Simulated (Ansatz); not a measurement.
# Ge-73 NMR of the central transition in GeS

Cell: a structure deposited in the COD, its atoms then relaxed with PBE in this cell.

Space group Pnma (No. 62); a = 10.4700, b = 3.6410, c = 4.2970 Å.

| site | Wyckoff | site symmetry | x | y | z |
| --- | --- | --- | --- | --- | --- |
| Ge | 4c | .m. | 0.6209 | 0.2500 | 0.3720 |
| S | 4c | .m. | 0.8506 | 0.2500 | 0.4974 |

One atom of each set is listed.

Level of theory: DFT, r2SCAN, plane waves and PAW, scalar-relativistic, 500 eV cutoff, Γ-centred 5×12×10 k-points, Fermi–Dirac smearing 0.02 eV (Ansatz 0.2.0).

Ge-73 has I = 9/2 and Q = -196.0 mb (Pyykkö 2018); at 23.5 T its Larmor frequency is ν₀ = 35.0 MHz. Only the quadrupole interaction is simulated: positions count from each site's isotropic chemical shift, and shift anisotropy, dipolar and J coupling are left out.

Simulated pattern of one Ge site (static powder, Gaussian broadening 10 kHz):

(offset (kHz), height): (-312.5, 0), (-291.3, 15), (-270.1, 45), (-249.0, 48), (-227.8, 52), (-206.7, 56), (-185.5, 63), (-164.3, 74), (-143.2, 100), (-122.0, 79), (-100.8, 67), (-79.7, 62), (-58.5, 59), (-37.4, 58), (-16.2, 58), (5.0, 53), (26.1, 48), (47.3, 54), (68.5, 65), (89.6, 100), (110.8, 61), (131.9, 46), (153.1, 15), (174.3, 0)

Q: Which |C_Q| and η does the pattern imply?

A: The pattern spans 438 kHz before broadening and its centre of gravity is at -66.9 kHz, which fixes P_Q; the places of the horns and steps fix η. That gives P_Q = 41.1 MHz, |C_Q| = 40.3 MHz and η = 0.34. The sign of C_Q can't be read from the pattern.

At Ge V_zz stands upright on the plane through its three neighbours (within 4°).

The largest force is 0.3 eV/Å, so the atoms aren't at the calculated equilibrium and relaxing them would move these values.
